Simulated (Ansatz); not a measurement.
# Zone-centre phonons of NbN at 40 GPa: input and output

Computed with Ansatz, DFT PBE, scalar-relativistic, plane waves, PAW.

Launched with:
```bash
ansatz run input.yaml --threads 1 --pin off --max-ram 3072MiB --backend cpu --events-out ev --progress --plain --runs-dir out
```

Input (bare energies are in eV):
```yaml
crystal:
  lattice:
    - [0.0, 2.1360694098, 2.1360694098]
    - [2.1360694098, 0.0, 2.1360694098]
    - [2.1360694098, 2.1360694098, 0.0]
  atoms:
    - { symbol: Nb, position: [0.5, 0.5, 0.5] }
    - { symbol: "N", position: [0.0, 0.0, 0.0] }
basis:
  ecutwfc: 420
kpoints:
  mp_grid: { grid: [16, 16, 16] }
hamiltonian:
  xc: pbe
scf:
  occupations: { method: fermi_dirac, width: 0.15 }
output:
  eigenvalues: true
phonons:
  method: dfpt
  eigenvectors: true
```

The end of the output:
```
--- Phonons (Γ-DFPT): 2 representative perturbations + reference, on 349 of 4096 k-points (Σ response iterations 6) ---
  k mesh reduced under 8 symmetry operations, with k and −k counted as one. Each operation leaves every solved perturbation unchanged. A smaller set is not used because it would not reduce the number of displacements ...
  ASR residual: 1.849e-3 → 0.000e0 eV/Å²; symmetrization residual: 2.036e-6 eV/Å²
  ASR residual per site (eV/Å²): 1.85e-3 2.23e-4
  Γ frequencies (cm⁻¹): 0.00 0.00 0.00 505.60 505.60 505.60
  non-analytic LO–TO correction: not included (Born effective charges unavailable; polar crystals: no LO–TO splitting at Γ)
```

Time: 33 s on 1 thread of Intel(R) Xeon(R) Platinum 8259CL CPU @ 2.50GHz (Skylake/Cascade Lake) (shared host), peak memory 0.64 GiB.

In a metal, frequencies and elastic constants depend on the k mesh and the smearing, soft modes and shear constants most. Other phases may be more stable at this pressure.